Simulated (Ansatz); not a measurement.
# Hf2Si: course of a relaxation

The calculation used DFT r2SCAN, scalar-relativistic, plane waves, PAW in Ansatz. Run with 500 eV cutoff, 10×10×10 k-mesh, Gaussian smearing of 0.10 eV, no spin polarisation.

What was changed: relaxed at 12 GPa.

Spin–orbit coupling is left out, which can shift energies with elements as heavy as these.

Other phases may be more stable at this pressure.

Command:

```bash
ansatz run input.yaml --threads 1 --pin off --max-ram 2560MiB --backend cpu --events-out ev --progress --plain --runs-dir out
```

Input:

```yaml
crystal:
  lattice:
    - [-3.2012795612, 3.2012795612, 2.5234348229]
    - [3.2012795612, -3.2012795612, 2.5234348229]
    - [3.2012795612, 3.2012795612, -2.5234348229]
  atoms:
    - { symbol: Hf, position: [0.8435304014, 0.6564695986, 0.5] }
    - { symbol: Hf, position: [0.3435304014, 0.8435304014, 0.1870608027] }
    - { symbol: Hf, position: [0.1564695986, 0.3435304014, 0.5] }
    - { symbol: Hf, position: [0.6564695986, 0.1564695986, 0.8129391973] }
    - { symbol: Si, position: [0.75, 0.75, 0.0] }
    - { symbol: Si, position: [0.25, 0.25, 0.0] }
basis:
  ecutwfc: 500
kpoints:
  mp_grid: { grid: [10, 10, 10] }
hamiltonian:
  xc: r2scan
scf:
  occupations: { method: gaussian, width: 0.1 }
output:
  forces: true
  stress: true
  eigenvalues: true
relax:
  adjacent_minimum: "off"
  f_tol: 0.008
  max_steps: 50
  cell: { stress_tol: 0.08, p_target: 12.0 }
```

F is the free energy. Steps run on the plane waves of an earlier cell, but the last one, and at times one on the way, on a freshly chosen basis, so a repeated geometry can differ a little in energy. The relaxation lowers the enthalpy F + PV at the target pressure, so F itself can rise.

Steps:

```tsv
step	F − F(1) (eV)	largest force component (eV/Å)	V (Å³/atom)	P (GPa)
1	0.0000	0.032	17.240	12.19
2	-0.0073	0.119	17.262	11.87
3	-0.0079	0.005	17.257	11.99
4	-0.0079	0.005	17.257	11.99
```

Relaxed structure:

```xyz
6
Lattice="-3.2009 3.2009 2.5265 3.2009 -3.2009 2.5265 3.2009 3.2009 -2.5265" Properties=species:S:1:pos:R:3 pbc="T T T"
Hf    1.0005    2.2004    2.5265
Hf    2.2004   -1.0005    2.5265
Hf    2.2004    1.0005    0.0000
Hf    1.0005    4.2013    0.0000
Si    0.0000    0.0000    3.7898
Si    0.0000    0.0000    1.2633
```

Symmetry: I4/mcm, No. 140, tetragonal system. The conventional cell has a = 6.402 Å, b = 6.402 Å, c = 5.053 Å, α = 90.00°, β = 90.00°, γ = 90.00°. Around Hf (site symmetry m2m) lie 4 Si at 2.73 Å and 3 Hf at 2.83 to 3.04 Å. Si (site symmetry 422) has 2 Si at 2.53 Å and 8 Hf at 2.73 Å as nearest neighbours.

The run converged. It took 7.6 min on 1 thread of Intel(R) Xeon(R) Processor @ 2.70GHz, on a shared host, peak memory 1.1 GiB.